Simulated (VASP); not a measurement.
Wanted: the native input for a VASP 6.6.1 run.

| Property | Result |
| --- | --- |
| Task | single point |
| Functional | LDA |
| Potentials or basis | VASP PAW LDA potentials, release 64 (Hf_pv, O) |
| Cutoff | 520 eV |
| k mesh | 5 × 5 × 5 |
| Occupations | fermi-dirac, width 0.05 eV |
| Spin | no spin polarisation |
| Dipole correction | no |
| Further INCAR settings | ALGO = Fast; EDIFF = 1e-06; NBANDS = 56 |

The structure of HfO2 lies in POSCAR:

```
HfO2
1.0
    5.1180000000      0.0000000000      0.0000000000
    0.0000000000      5.1857000000      0.0000000000
   -0.8586630598      0.0000000000      5.2138671406
Hf O
4 8
Direct
    0.2755000000      0.4603000000      0.7080000000
    0.7245000000      0.9603000000      0.7920000000
    0.7245000000      0.5397000000      0.2920000000
    0.2755000000      0.0397000000      0.2080000000
    0.0742000000      0.1684000000      0.8467000000
    0.9258000000      0.6684000000      0.6533000000
    0.9258000000      0.8316000000      0.1533000000
    0.0742000000      0.3316000000      0.3467000000
    0.4487000000      0.7419000000      0.9801000000
    0.5513000000      0.2419000000      0.5199000000
    0.5513000000      0.2581000000      0.0199000000
    0.4487000000      0.7581000000      0.4801000000
```

These files were run (other wordings do the same):

INCAR

```
PREC     = Accurate       # precision mode
ENCUT    = 520            # plane-wave cutoff, eV
EDIFF    = 1E-6           # SCF threshold, eV
ISMEAR   = -1             # smearing method
SIGMA    = 0.05           # smearing width, eV
LREAL    = False          # projectors in reciprocal space
LASPH    = True           # aspherical terms in the spheres
NELM     = 80             # most SCF steps
ALGO     = Fast           # electronic algorithm
ISIF     = 2              # what is computed and relaxed
LWAVE    = False          # write WAVECAR
LCHARG   = True           # write CHGCAR
GGA      = CA             # functional
LELF     = True           # ELF
LVHAR    = True         
NBANDS   = 56             # bands
```

KPOINTS

```
regular mesh
0
Gamma
  5 5 5
```

Potentials or basis: VASP PAW LDA potentials, release 64 (Hf_pv, O).

Run with:

```bash
$ cat potpaw_LDA.64/Hf_pv/POTCAR potpaw_LDA.64/O/POTCAR > POTCAR
$ mpirun -np 1 vasp_std > vasp.out
```

It gave:

- Pressure: -10.2 GPa
- Largest force: 0.415 eV/Å
- Band gap on the k mesh: 3.98 eV, indirect (least direct gap 4.04 eV)

Caveat: spin-orbit coupling is left out, which moves the levels of the heavy elements; an odd mesh through Γ misses points on the zone boundary, where band edges often lie.

Wall time 2.7 min on 1 thread of Intel(R) Xeon(R) Platinum 8559C (Emerald Rapids) (shared host), peak memory 0.33 GiB.
